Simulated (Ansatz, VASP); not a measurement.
**Tl: VASP beside Ansatz**

```xyz
1
Lattice="-1.9254 1.9254 1.9254 1.9254 -1.9254 1.9254 1.9254 1.9254 -1.9254" Properties=species:S:1:pos:R:3 pbc="T T T"
Tl    0.0000    0.0000    0.0000
```

This isn't the form of Tl at room conditions, which is hcp.

Alike in both runs: functional PBEsol; k mesh 16 × 16 × 16; occupations gaussian, width 0.1 eV; no spin polarisation.

Ansatz relaxed the structure, and its values are those at the end. VASP's run is a single point on that final structure, the one shown.

|  | VASP | Ansatz |
| --- | --- | --- |
| version | VASP 6.6.1 | Ansatz 0.2.0 |
| potentials or method | VASP PAW PBE potentials, release 64 (Tl_d) | scalar-relativistic, plane waves, PAW |
| plane-wave cutoff (eV) | 520 | 420 |
| valence electrons in the cell | 13 | 13 |

|  | VASP | Ansatz | Ansatz less VASP |
| --- | --- | --- | --- |
| gap on the k mesh at the Fermi level (eV) | none | none | - |
| pressure (GPa) | -0.1 | 0.0 | +0.07 |

A gap of «none» marks a metal or a gap that the smearing closes. The functional is the same, so the differences come from potentials, cutoffs and numerics.

Caveats: the PAW data sets were made with another functional, which shifts forces and pressure a little (VASP). Spin-orbit coupling is left out, which matters for the levels of Tl.
